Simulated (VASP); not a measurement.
Level of theory: PBE GGA, VASP's PBE PAW potentials (set 64) (plane waves; VASP).

Input for VASP

### KPOINTS
```
Automatic mesh
0
Gamma
12 12 12
0 0 0
```

**POSCAR**
```
InN
1
    0.0000000000     2.5765756574     2.5260545661
    2.5765756574     0.0000000000     2.5260545661
    2.5765756574     2.5765756574     0.0000000000
In N
1 1
Direct
  0.0000000000   0.0000000000   0.0000000000
  0.2500000000   0.2500000000   0.2500000000
```

INCAR:
```
SYSTEM = InN
PREC = Accurate
ENCUT = 600
EDIFF = 1E-7
NELM = 100
ALGO = Normal
LREAL = .FALSE.
LASPH = .TRUE.
ISMEAR = 1
SIGMA = 0.1
GGA = PE
LMAXMIX = 4
LWAVE = .FALSE.
LCHARG = .FALSE.
ISIF = 2
```

POTCAR, in this order: In_d N (PBE.64 set). Program: vasp_std.

The resulting files:

**OSZICAR**
```
       N       E                     dE             d eps       ncg     rms          rms(c)
DAV:   1     0.138441497057E+03    0.13844E+03   -0.10042E+04  4263   0.199E+03
DAV:   2     0.160466115233E+00   -0.13828E+03   -0.13161E+03  4678   0.397E+02
DAV:   3    -0.124548379090E+02   -0.12615E+02   -0.12370E+02  5167   0.118E+02
DAV:   4    -0.128252654360E+02   -0.37043E+00   -0.36979E+00  4742   0.219E+01
DAV:   5    -0.128404693428E+02   -0.15204E-01   -0.15202E-01  5734   0.419E+00    0.934E+00
DAV:   6    -0.107315505753E+02    0.21089E+01   -0.84161E+00  6457   0.494E+01    0.512E+00
DAV:   7    -0.106823438135E+02    0.49207E-01   -0.62410E-01  4450   0.104E+01    0.206E+00
DAV:   8    -0.106710269847E+02    0.11317E-01   -0.11857E-01  5078   0.335E+00    0.562E-01
DAV:   9    -0.106673658214E+02    0.36612E-02   -0.10047E-02  6731   0.190E+00    0.254E-01
DAV:  10    -0.106679141657E+02   -0.54834E-03   -0.16605E-03  4553   0.415E-01    0.908E-02
DAV:  11    -0.106679492552E+02   -0.35090E-04   -0.86966E-05  5597   0.113E-01    0.156E-02
DAV:  12    -0.106679491659E+02    0.89325E-07   -0.27931E-05  5046   0.548E-02    0.138E-02
DAV:  13    -0.106679481990E+02    0.96689E-06   -0.45110E-06  6229   0.415E-02    0.384E-03
DAV:  14    -0.106679481558E+02    0.43238E-07   -0.38030E-07  4348   0.643E-03
   1 F= -.10667948E+02 E0= -.10667994E+02  d E =0.138748E-03
```

### OUTCAR
```
------------------------ aborting loop because EDIFF is reached ----------------------------------------
  FORCE on cell =-STRESS in cart. coord.  units (eV):
  Direction    XX          YY          ZZ          XY          YZ          ZX
  --------------------------------------------------------------------------------------
  Total       -1.0135994     -1.0135994     -0.7772519      0.0000000      0.0000000      0.0000000
  in kB      -48.4192894    -48.4192894    -37.1290517      0.0000000      0.0000000      0.0000000
  external PRESSURE =     -44.6558768 kB  Pullay stress =       0.0000000 kB
  volume of cell :       33.54
      direct lattice vectors                 reciprocal lattice vectors
     0.000000000  2.576575657  2.526054566    -0.194056013  0.194056013  0.197937134
     2.576575657  0.000000000  2.526054566     0.194056013 -0.194056013  0.197937134
     2.576575657  2.576575657  0.000000000     0.194056013  0.194056013 -0.197937134
 POSITION                                       TOTAL-FORCE (eV/Angst)
 -----------------------------------------------------------------------------------
      0.00000      0.00000      0.00000        -0.000000     -0.000000      0.000000
      1.28829      1.28829      1.26303         0.000000      0.000000     -0.000000
 -----------------------------------------------------------------------------------
    total drift:                                0.000000      0.000000     -0.000000
  FREE ENERGIE OF THE ION-ELECTRON SYSTEM (eV)
  ---------------------------------------------------
  free  energy   TOTEN  =       -10.6679481558 eV

  energy  without entropy=      -10.6680869038  energy(sigma->0) =      -10.66799441
```
(Selected blocks of OUTCAR.)

**OUTCAR**
```
 val. band max:        5.5786102539   @ k =   0.0000   0.0000   0.0000

 cond. band min:       5.6472088811   @ k =   0.0000   0.0000   0.0000


 Fermi energy:         5.6257343954

 k-point     1 :       0.0000    0.0000    0.0000
  band No.  band energies     occupation
      1      -8.4412      2.00000
      2      -7.7250      2.00000
      3      -7.7250      2.00000
      4      -7.7011      2.00000
      5      -7.4313      2.00000
      6      -7.4287      2.00000
      7       4.9632      2.00000
      8       5.5786      1.70780
      9       5.5786      1.70779
     10       5.6472      0.64566
     11      14.5781      0.00000
     12      14.6296      0.00000
     13      14.6296      0.00000

 k-point     2 :       0.0833    0.0000    0.0000
  band No.  band energies     occupation
      1      -8.4823      2.00000
      2      -7.7152      2.00000
      3      -7.7006      2.00000
      4      -7.6027      2.00000
      5      -7.4316      2.00000
      6      -7.4293      2.00000
      7       4.3065      2.00000
      8       5.5214      2.05806
      9       5.5694      1.80573
     10       6.1737     -0.00000
     11      14.1511      0.00000
     12      14.6812      0.00000
     13      14.6937      0.00000

 k-point     3 :       0.1667   -0.0000    0.0000
  band No.  band energies     occupation
      1      -8.5708      2.00000
      2      -7.6910      2.00000
      3      -7.6758      2.00000
      4      -7.4323      2.00000
      5      -7.4295      2.00000
      6      -7.2989      2.00000
      7       3.3236      2.00000
      8       5.3697      2.00176
      9       5.4274      2.01684
     10       6.9009     -0.00000
     11      13.2816      0.00000
     12      14.8132      0.00000
     13      14.8566      0.00000

 k-point     4 :       0.2500    0.0000    0.0000
  band No.  band energies     occupation
      1      -8.6666      2.00000
      2      -7.6654      2.00000
      3      -7.6501      2.00000
...
```

Unless said otherwise, spin-orbit coupling is left out, though it shifts the bands of the heavy elements here.

The compound is InN in the zinc blende structure, a metastable form; wurtzite is the usual one. This cell was strained or had an atom moved on purpose.
